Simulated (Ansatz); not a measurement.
System: L1₀ (CuAu-type) CoPt. Method: PBEsol (Ansatz, an electronic-structure program, PAW).

Settings: plane-wave cutoff 520 eV, 20×20×16 k mesh (along the axes of the cell as run), Fermi–Dirac smearing 0.05 eV, spin-polarised with parallel moments, scalar-relativistic PAW data made under PBE.

Properties against volume:

Shape and atoms are relaxed at each volume.

```tsv
V (Å³/atom)	P (GPa)	moment (μB per cell of 2 atoms)	c (Å)	a (Å)
12.430	11.29	2.15	3.604	2.626
12.689	5.30	2.18	3.635	2.642
12.948	-0.01	2.22	3.665	2.658
13.206	-4.71	2.25	3.695	2.674
13.465	-8.89	2.28	3.723	2.689
```
